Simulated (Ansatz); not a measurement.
Computed with Ansatz, DFT PBE, scalar-relativistic, plane waves, PAW. All cells share a 420 eV cutoff and Γ-centred k meshes spaced at most about 0.3 Å⁻¹ (about 0.25 or finer for metals, 2π included). No spin polarisation.

Each guess is relaxed in cell and atoms at zero pressure, on a coarse mesh first where it starts far from rest and then on a converged one. The steps can't lower the symmetry of the start, but it can rise. Energies are static (0 K, no zero-point motion).

Two unrelaxed guesses for TiH₄:

Guess 1.

Space group Fm-3m (No. 225). a = 7.594 Å, b = 7.594 Å, c = 7.594 Å, α = 90.00°, β = 90.00°, γ = 90.00°
```tsv
atom	site	symmetry	x	y	z
Ti	8c	-43m	0.2500	0.7500	0.7500
H	32f	.3m	0.0673	0.0673	0.5673
```

Guess 2.

Space group Cmmm (No. 65). a = 5.452 Å, b = 6.538 Å, c = 2.484 Å, α = 90.00°, β = 90.00°, γ = 90.00°
| atom | site | symmetry | x | y | z |
| --- | --- | --- | --- | --- | --- |
| Ti | 2c | mmm | 0.5000 | 0.0000 | 0.5000 |
| H | 4j | m2m | 0.5000 | 0.7673 | 0.5000 |
| H | 4g | 2mm | 0.2836 | 0.0000 | 0.0000 |

Question: Do they relax into the same structure? If not, which is lower?

Answer: No. Guess 2 ends lower, by 0.70 eV/atom. Guess 1: Fm-3m at 10.9 Å³/atom → Fm-3m at 8.7 Å³/atom; Guess 2: Cmmm at 8.9 Å³/atom → Cmmm at 6.4 Å³/atom. Counting H atoms around Ti (those within 1.25 times the shortest such distance or 1.15 times the sum of covalent radii), the end of guess 1 has Ti 4 and the end of guess 2 has Ti 10. End of guess 1. Conventional cell: a = 7.024 Å. Ti is surrounded by 4 H at 1.76 Å; H has 3 H at 1.48 Å and 1 Ti at 1.76 Å. End of guess 2. Conventional cell: a = 3.420 Å, b = 5.578 Å, c = 3.345 Å. Ti has 10 H at 1.84–1.93 Å; H on a site of symmetry m2m is surrounded by 1 H at 1.79 Å, 3 Ti at 1.89–1.93 Å, 2 H at 1.98 Å and 4 H at 2.12 Å; H on a site of symmetry 2mm has 1 H at 1.53 Å, 2 Ti at 1.84 Å, 1 H at 1.89 Å and 4 H at 2.12 Å.

Cells without such a test can be saddle points. Shaken at random and relaxed again, the end of guess 2 falls into a cell with space group C2/m (No. 12), 103 meV/atom lower and the lowest form computed, so it is a saddle point or a shallow minimum. With hydrogen, zero-point motion can shift such differences by 10 meV/atom or more. Some types were kept out of the candidates beforehand, so the set may lack a known form.
